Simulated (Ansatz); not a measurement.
Rocksalt LiF, relaxed with r2SCAN in the plane-wave code Ansatz. It is cubic, Fm-3m (No. 225); a = 3.990 Å in the conventional setting, 7.94 Å³ an atom. Li is surrounded by 6 F at 1.99 Å; F is surrounded by 6 Li at 1.99 Å.

The axes x, y and z are those of this cell:
```yaml
crystal:
  lattice:
    - [0.00000, 1.99487, 1.99487]
    - [1.99487, 0.00000, 1.99487]
    - [1.99487, 1.99487, 0.00000]
  atoms:
    - { symbol: Li, position: [0.00000, 0.00000, 0.00000] }
    - { symbol: F, position: [0.50000, 0.50000, 0.50000] }
```

Unstrained: The PBE gap is indirect, 9.347 eV (Γ–K (0.17 of the way from Γ) to Γ), below the direct gap of 9.348 eV at Γ. Least and direct gap differ so little that the kind isn't settled. The r2SCAN gap is direct at Γ: 10.330 eV. The HSE06 gap is indirect, 11.674 eV (Γ–K (0.17 of the way from Γ) to Γ), below the direct gap of 11.675 eV at Γ. Least and direct gap differ so little that the kind isn't settled. Meshes: PBE 10×10×10, r2SCAN 10×10×10, HSE06 8×8×8. Strains are changes of length per length. After each strain the atoms were relaxed again with r2SCAN within the symmetry that the strain leaves, so tilts or polar shifts that break it weren't tested; points keep the names that they have in the unstrained zone. The values are computed, spin-unpolarised, and not measurements.

**Question.** One strain changed the r2SCAN stress by xx +6.91, yy +6.91, zz +6.91 GPa (compression positive) and the gap by +0.733 eV (PBE), +0.770 eV (r2SCAN), +0.786 eV (HSE06). Which kind of strain was it, and roughly how large?

**Answer.** Isotropic -2.5 % on every length. The pattern of the stress gives the kind; the size needs the stiffness, so it is an estimate.

**Question.** One strain changed the r2SCAN stress by xx -0.67, yy -0.23, zz -0.23 GPa (compression positive) and the gap by -0.052 eV (PBE), -0.056 eV (r2SCAN), -0.057 eV (HSE06). Which kind of strain was it, and roughly how large?

**Answer.** Uniaxial +0.5 % along x, other directions held. The pattern of the stress gives the kind; the size needs the stiffness, so it is an estimate.

**Question.** One strain changed the r2SCAN stress by xx +8.59, yy +8.59, zz +8.59 GPa (compression positive) and the gap by +0.891 eV (PBE), +0.935 eV (r2SCAN), +0.954 eV (HSE06). Which kind of strain was it, and roughly how large?

**Answer.** Isotropic -3.0 % on every length. The pattern of the stress gives the kind; the size needs the stiffness, so it is an estimate.

**Question.** Estimate what uniaxial +3.0 % along z, other directions held does to the gap.

**Answer.** PBE: the gap goes from 9.347 to 9.036 eV (-0.311 eV); least and direct gap lie within 0.04 eV, so its kind isn't settled. r2SCAN: the gap goes from 10.330 to 10.006 eV (-0.324 eV). HSE06: the gap goes from 11.674 to 11.338 eV (-0.336 eV); least and direct gap lie within 0.04 eV, so its kind isn't settled. The r2SCAN energy rises by 2.7 meV an atom.

**Question.** One strain changed the r2SCAN stress by xx +0.80, yy +0.80, zz +0.02 GPa (compression positive) and the gap by +0.050 eV (PBE), +0.053 eV (r2SCAN), +0.053 eV (HSE06). Which kind of strain was it, and roughly how large?

**Answer.** Epitaxial -0.5 % in the xy plane, free normal strain +0.33 %. The pattern of the stress gives the kind; the size needs the stiffness, so it is an estimate.

Where an edge lies off the special points, it is a point of the mesh or the k point where a search put PBE's edge or least direct gap, reused for the other functionals, whose own edges may lie a little apart.

The meshes of the hybrids are coarse, so their gaps aren't converged to the digits shown.
